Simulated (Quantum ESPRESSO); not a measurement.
**Nb: equation of state with LDA**

The system is Nb.

```xyz
1
Lattice="0.0000 2.1150 2.1150 2.1150 0.0000 2.1150 2.1150 2.1150 0.0000" Properties=species:S:1:pos:R:3 pbc="T T T"
Nb    0.0000    0.0000    0.0000
```

This isn't the form of Nb at room conditions, which is bcc.

```yaml
Program: Quantum ESPRESSO 7.5
Task: equation of state
Functional: LDA
Potentials_or_basis: GBRV 1.5 LDA
Cutoff: 612 eV
Density_cutoff: 4898 eV
k_mesh: 11 × 11 × 11
Occupations: fermi-dirac, width 0.05 eV
Spin: no spin polarisation
Form_of_the_LDA_correlation: PZ81
Mixing_beta: 0.5
Most_SCF_iterations: 120
SCF_threshold: 2e-10 Ry
```

The equilibrium volume is 17.68 Å³/atom (rough: see the caveat). The bulk modulus is 185 GPa (rough).

Energy against volume, from the lowest point:
```tsv
volume (Å³/atom)	energy (meV/atom)
17.786	0.00
18.165	7.04
18.543	22.35
18.922	44.98
19.300	74.37
19.679	109.76
20.057	150.62
```

All runs of the series together: 24 s on 2 threads of Intel(R) Xeon(R) 6975P-C (Granite Rapids), with other jobs on the host.

Caveat: the minimum lies outside the volumes run.
